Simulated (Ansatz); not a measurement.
# Te (bcc type): the cost of one run

Program: Ansatz 0.2.0. Level of theory: DFT, PBE, PAW with Ansatz's default frozen-core files, scalar-relativistic. These are calculated values, not measurements.

**1. The structure to begin with**

Symmetry: Im-3m, No. 229, cubic system. Conventional cell: a = 3.871 Å, b = 3.871 Å, c = 3.871 Å, α = 90.00°, β = 90.00°, γ = 90.00°. Te (site symmetry m-3m) has 8 Te at 3.35 Å as nearest neighbours.

Structure file:

```cif
data_structure
_symmetry_space_group_name_H-M 'Im-3m'
_symmetry_Int_Tables_number 229
_cell_length_a 3.8709
_cell_length_b 3.8709
_cell_length_c 3.8709
_cell_angle_alpha 90.000
_cell_angle_beta 90.000
_cell_angle_gamma 90.000
_cell_volume 58.00
loop_
_atom_site_label
_atom_site_type_symbol
_atom_site_symmetry_multiplicity
_atom_site_Wyckoff_symbol
_atom_site_fract_x
_atom_site_fract_y
_atom_site_fract_z
_atom_site_occupancy
Te1 Te 2 a 0.00000 0.00000 0.00000 1
```

The file gives the conventional cell by its symmetry; the runs use the cell typed in the input.

**2. Cell relaxed at zero pressure, PAW**

Contents of input.yaml:

```yaml
crystal:
  lattice:
    - [-1.9354383203, 1.9354383203, 1.9354383203]
    - [1.9354383203, -1.9354383203, 1.9354383203]
    - [1.9354383203, 1.9354383203, -1.9354383203]
  atoms:
    - { symbol: Te, position: [0.0, 0.0, 0.0] }
kpoints:
  mp_grid: { grid: [16, 16, 16] }
scf:
  occupations: { method: fermi_dirac, width: 0.08 }
hamiltonian:
  xc: pbe
  pseudopotentials: { kind: paw }
output:
  forces: true
  stress: true
relax:
  f_tol: 0.005
  max_steps: 40
  cell: {}
```

The run is started by

```sh
$ ansatz run input.yaml --threads 2 --pin off --max-ram 5120MiB --backend cpu --events-out ev --progress --plain --runs-dir out
```

**Question.** How long does this run take on 2 threads of Arm Neoverse V2, shared host, and how much memory does it need?

About 3.5 s, with a peak of 0.34 GiB.
